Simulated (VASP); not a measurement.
A run of VASP 6.6.1 is set up as follows.

INCAR

```
SYSTEM = PbSe
  PREC = Accurate
  ENCUT = 600
  EDIFF = 1E-7
  ISMEAR = -1
  SIGMA = 0.05
  LREAL = .False.
  LASPH = .True.
  NELM = 80
  ALGO = Normal
  ISIF = 3
  LWAVE = .False.
  LCHARG = .False.
  METAGGA = SCAN
  LMIXTAU = .True.
  IBRION = 2
  NSW = 60
  EDIFFG = -0.01
```

The input KPOINTS:

```
Automatic mesh
0
Gamma
  8 8 8
  0 0 0
```

The input POSCAR:

```
PbSe
1.0
    0.0000000000      3.0606500000      3.0606500000
    3.0606500000      0.0000000000      3.0606500000
    3.0606500000      3.0606500000      0.0000000000
Pb Se
1 1
Direct
    0.0000000000      0.0000000000      0.0000000000
    0.5000000000      0.5000000000      0.5000000000
```

Potentials or basis: VASP PAW PBE potentials, release 64 (Pb_d, Se).

Run with:

```bash
$ cat potpaw_PBE.64/Pb_d/POTCAR potpaw_PBE.64/Se/POTCAR > POTCAR
$ mpirun -np 1 vasp_std > vasp.out
```

Question: Estimate the space group after relaxing (to 0.05 Å).

Answer: Fm-3m (No. 225).

Question: Predict the relaxed cell.

Answer: a = 4.352 Å, b = 4.352 Å, c = 4.352 Å, α = 60.00°, β = 60.00°, γ = 60.00°.

Question: Predict the band gap on the k mesh.

Answer: 0.56 eV, direct.

Question: Estimate the relaxed volume.

Answer: 29.14 Å³/atom.

The path:
```tsv
step	energy change (eV)	largest force (eV/Å)	pressure (GPa)	volume (Å³)
1	0.0000	0.0000	0.93	57.34
2	-0.0021	0.0000	-0.36	58.74
3	-0.0026	0.0000	0.05	58.28
```

Caveat: the PAW data sets were made with another functional, which shifts forces and pressure a little; spin-orbit coupling is left out, which as a rule narrows the gap of such compounds by several tenths of an eV.

The cell as given is a measured one (28.67 Å³/atom); SCAN puts the equilibrium volume +1.6 % from it, thermal expansion not counted.
